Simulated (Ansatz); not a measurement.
# W (Im-3m)

Method: Ansatz 0.2.0, DFT r2SCAN, scalar-relativistic, plane waves, PAW.

Settings: cutoff 500 eV, Γ-centred mesh 18×18×18 on the computed 1-atom cell, Gaussian smearing of 0.10 eV; no spin polarisation.

The structure is relaxed at this level of theory with its symmetry kept.

Symmetry: Im-3m, No. 229, cubic system. Conventional cell: a = 3.168 Å, b = 3.168 Å, c = 3.168 Å, α = 90.00°, β = 90.00°, γ = 90.00°. Around W (site symmetry m-3m) lie 8 W at 2.74 Å.

```
Volume per atom                                                   : 107.3 bohr³
Formation energy from the elements' standard states (uncorrected) : +0.008 eV/atom
Generalised Kohn–Sham band gap                                    : none (metal)
Density of states at the Fermi level                              : 0.36 states/eV per cell
Löwdin character within 0.5 eV of the Fermi level                 : W 5d 88 %, unprojected 8 %
Bulk modulus                                                      : 319 GPa
Its pressure derivative                                           : 4.6
Bader charges (e)                                                 : W (1 in the cell) 0.00
```

Spin-orbit coupling is left out, which matters for the bands of heavy elements.